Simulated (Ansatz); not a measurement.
Crystal: FeO (Wuestite).

```xyz
2
Lattice="0.0000 2.1554 2.1554 2.1554 0.0000 2.1554 2.1554 2.1554 0.0000" Properties=species:S:1:pos:R:3 pbc="T T T"
Fe    0.0000    0.0000    0.0000
O     2.1554    2.1554    2.1554
```

Base run:

* Program: Ansatz 0.2.0
* Functional: PBEsol
* Potentials or basis: all-electron LAPW, scalar-relativistic
* Cutoff: 349 eV (chosen from the basis error)
* Basis error allowed: 0.001 eV/atom
* k mesh: 11 × 11 × 11
* Occupations: fermi-dirac, width 0.05 eV
* Spin: collinear spin, ferromagnetic start
* Starting moments: [3.0, 0.0] μB

Its results: pressure -8.6 GPa; net moment 4.00 μB per cell; site moments Fe +3.62; O +0.32 μB.

Q: The run is repeated on the same cell with these changes: functional from PBEsol to PBE. What comes out?

A: Pressure -0.3 GPa; net moment 4.00 μB per cell; site moments Fe +3.62; O +0.32 μB.

PBE binds less tightly than PBEsol, so the same cell stands under more pressure.

Caveats: a cell with one magnetic atom can't hold antiferromagnetic order, which such compounds often take.
